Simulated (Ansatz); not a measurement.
The system is ZnS (Wurtzite-2H).

```
CELL_PARAMETERS angstrom
3.81100 0.00000 0.00000
-1.90550 3.30042 0.00000
0.00000 0.00000 6.23400
ATOMIC_POSITIONS crystal
Zn 0.66667 0.33333 0.50000
Zn 0.33333 0.66667 0.00000
S 0.66667 0.33333 0.88500
S 0.33333 0.66667 0.38500
```

Base run:

* Program: Ansatz 0.2.0
* Functional: m-r2SCAN
* Potentials or basis: Ansatz PAW
* Cutoff: 500 eV (not typed: the program's choice for these potentials)
* k mesh: 8 × 8 × 5
* Occupations: fermi-dirac, width 0.05 eV
* Spin: no spin polarisation

Its results: band gap on the k mesh 2.82 eV, direct; pressure 0.1 GPa; largest force 0.317 eV/Å.

Problem. The run is repeated on the same cell with these changes: functional from m-r2SCAN to PBE; cutoff from 500 eV (not typed: the program's choice for these potentials) to 250 eV. What comes out?

Solution. Band gap on the k mesh 2.34 eV, direct; pressure 3.2 GPa; largest force 0.312 eV/Å.

m-r2SCAN gives the wider gap, since meta-GGAs in the generalised Kohn-Sham scheme recover part of the derivative discontinuity.

Caveats: the PAW data sets come from PBE, with cores solved anew for the run's functional, which leaves a small shift of forces and pressure (some runs); odd divisions of the mesh miss points on the zone boundary, where band edges often lie, so the gap on the mesh can be too wide (some runs); the pressure holds a Pulay correction of +31.4 GPa for the finite cutoff (some runs); the cutoff lies under the one recommended for these potentials (some runs).
